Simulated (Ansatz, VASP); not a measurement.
Two plane-wave programs on Al2Cu

```xyz
3
Lattice="4.1212 0.0000 0.0000 0.0000 4.1212 0.0000 0.0000 0.0000 2.8853" Properties=species:S:1:pos:R:3 pbc="T T T"
Al    2.0606    0.0000    1.4426
Al    0.0000    2.0606    1.4426
Cu    0.0000    0.0000    0.0000
```

Alike in both runs: functional PBE; k mesh 10 × 10 × 14; occupations gaussian, width 0.1 eV; no spin polarisation.

Ansatz relaxed the structure, and its values are those at the end. VASP's run is a single point on that final structure, the one shown.

```csv
,VASP,Ansatz
version,VASP 6.6.1,Ansatz 0.2.0
potentials or method,"VASP PAW PBE potentials, release 64 (Al, Cu)","scalar-relativistic, plane waves, PAW"
plane-wave cutoff (eV),520,420
valence electrons in the cell,17,25
```

|  | VASP | Ansatz | Ansatz less VASP |
| --- | --- | --- | --- |
| gap on the k mesh at the Fermi level (eV) | none | none | - |
| pressure (GPa) | 0.0 | 0.0 | -0.01 |

A gap of «none» marks a metal or a gap that the smearing closes. The two sets of potentials don't hold the same shells in valence.
